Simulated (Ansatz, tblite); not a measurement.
# CdF2 with GFN1-xTB from a Python script

These are simulated results from tblite 0.8.0, not measurements. The cell was built from a prototype and was relaxed with r2SCAN in plane waves (Ansatz 0.2.0). It may be hypothetical. It is a single sheet, repeated along a and b, with vacuum along c. All runs are without spin polarisation.

In-plane lattice: a = 3.284 Å, b = 3.284 Å, γ = 120.0°; thickness between the outer nuclei 2.47 Å. Around Cd lie 6 F at 2.26 Å; around F lie 3 Cd at 2.26 Å.

tblite solves periodic systems at the zone centre alone, so the script builds a cluster of 3×3×1 conventional cells (27 atoms), which folds in a coarse mesh of k points.

The script, run.py:

```python
import json
from ase import Atoms
from ase.build import make_supercell
from ase.units import Bohr, GPa, Hartree
from tblite.interface import Calculator

atoms = Atoms(['Cd', 'F', 'F'],
              cell=[[3.28410188, 0.0, 0.0], [-1.64205094, 2.84411566, 0.0], [0.0, 0.0, 28.58682904]],
              scaled_positions=[[0.333333333, 0.666666667, 0.314830301], [0.666666667, 0.333333333, 0.358023868], [0.666666667, 0.333333333, 0.271636735]],
              pbc=True)
cluster = make_supercell(atoms, [[3, 0, 0], [0, 3, 0], [0, 0, 1]])
calc = Calculator('GFN1-xTB', cluster.numbers, cluster.positions / Bohr, lattice=cluster.cell[:] / Bohr, periodic=cluster.pbc)
calc.set('temperature', 0.02 / Hartree)
calc.set('max-iter', 150)
res = calc.singlepoint()
levels = res.get('orbital-energies') * Hartree
nv = round(res.get('orbital-occupations').sum() / 2)
cells = len(cluster) // len(atoms)
out = {'energy_per_cell': res.get('energy') * Hartree / cells, 'homo': levels[nv - 1], 'lumo': levels[nv],
       'stress': (-res.get('virial') * Hartree / cluster.get_volume() / GPa).tolist(), 'charges': res.get('charges')[:len(atoms)].tolist(), 'electrons': 2 * nv / cells}
json.dump(out, open('results.json', 'w'))
for key, value in out.items():
    print(key, value)
```

Command: `python run.py`. It took 0.85 s on 1 thread of Arm Neoverse V1 (shared host), peak memory 0.094 GiB.

What it printed:

```
------------------------------------------------------------
  cycle        total energy    energy error   density error
------------------------------------------------------------
      1     -97.07170344414  -9.7024690E+01   8.8476623E-01
      2     -100.1060125591  -3.0343091E+00   2.6410876E-01
      3     -100.1258296763  -1.9817117E-02   1.7310559E-01
      4     -100.1227283218   3.1013545E-03   4.5839713E-02
      5     -100.1436288809  -2.0900559E-02   2.1649910E-03
      6     -100.1436638237  -3.4942786E-05   1.1067715E-03
      7     -100.1436750405  -1.1216836E-05   1.6482191E-04
      8     -100.1436752922  -2.5164999E-07   1.0449603E-05
------------------------------------------------------------

 total:                                   0.179 sec
energy_per_cell -302.7831340304019
homo -13.50806533341806
lumo -12.069891585630945
stress [[-0.31715265740635357, -0.00036326748151038583, 6.01323446682967e-12], [-0.0003632674815103657, -0.317572125260329, -3.4760723053782676e-12], [6.013233024275989e-12, -3.4760759959137516e-12, 0.9685524707259949]]
charges [0.6289671129040446, -0.31447948331703235, -0.3144841424496294]
electrons 16.0
```

The cycle table is in hartree for the whole cluster, and the lines after it are in eV (the energy for one cell). The printed stress is in GPa and positive in compression, and the pressure is its mean diagonal, here averaged over the vacuum too.

GFN1-xTB gives a gap of 1.44 eV. On the same cell, plane-wave PBE (Ansatz, 12×12×1 k points and the special points) gives a gap of 3.08 eV and r2SCAN a gap of 3.66 eV; on shared hosts these took about 14 and 36 core-seconds on the 3-atom cell, against 0.85 for the script. Semilocal gaps usually lie below measured ones. xTB was fitted to molecules, so gaps, charges and pressures of solids can be far off, and the gap also depends on the size of the cluster.

xTB was fitted mostly to molecules, and a small cluster samples few k points, so gaps, pressures and kinks along a curve can be far from a solid's.

The runs are scalar-relativistic, without spin-orbit coupling.
